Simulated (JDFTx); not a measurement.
CuAu:

```
Au Cu
1.0
     2.81075    0.00000    0.00000
     0.00000    2.81075    0.00000
     0.00000    0.00000    3.68500
Au Cu
1 1
Direct
  0.00000 0.00000 0.00000
  0.50000 0.50000 0.50000
```

```yaml
Program: JDFTx 1.7.0 (patched build)
Task: relaxation of cell and atoms
Functional: PBE
Potentials_or_basis: SPMS-PBE-1.0 with smoothed tails
Cutoff: 1361 eV
Density_cutoff: 10885 eV
k_mesh: 4 × 4 × 4
Occupations: fermi-dirac, width 0.05 eV
Spin: no spin polarisation
```

At the start: pressure 5.1 GPa; volume 14.56 Å³/atom.

Question: How do energy, volume and symmetry change on relaxing?

Answer: Over 12 steps the energy falls by 68.4 meV/atom and the volume is 14.81 Å³/atom (+1.8 %); space group Pm-3m (No. 221, to 0.05 Å).

The path:
```csv
step,energy change (eV),largest force (eV/Å),pressure (GPa),volume (Å³)
1,0.0000,0.0000,5.11,29.11
2,-0.0086,0.0000,3.54,29.38
3,-0.0198,0.0000,0.19,30.00
4,-0.0230,0.0000,-0.03,30.03
5,-0.0297,0.0000,0.21,29.96
6,-0.0639,0.0000,-4.98,31.17
7,-0.0722,0.0000,-4.89,31.13
8,-0.1218,0.0000,4.33,28.88
9,-0.1365,0.0000,0.31,29.58
10,-0.1367,0.0000,-0.02,29.64
11,-0.1367,0.0000,0.00,29.64
12,-0.1367,0.0000,0.04,29.63
```

Final structure:
```yaml
crystal:
  lattice:
    - [3.09388, 0.00000, 0.00000]
    - [0.00000, 3.09388, 0.00000]
    - [0.00000, 0.00000, 3.09533]
  atoms:
    - { symbol: Au, position: [0.00000, 0.00000, 0.00000] }
    - { symbol: Cu, position: [0.50000, 0.50000, 0.50000] }
```

Caveat: the k mesh is coarse (spacing up to 0.56 Å⁻¹), so the values aren't converged.
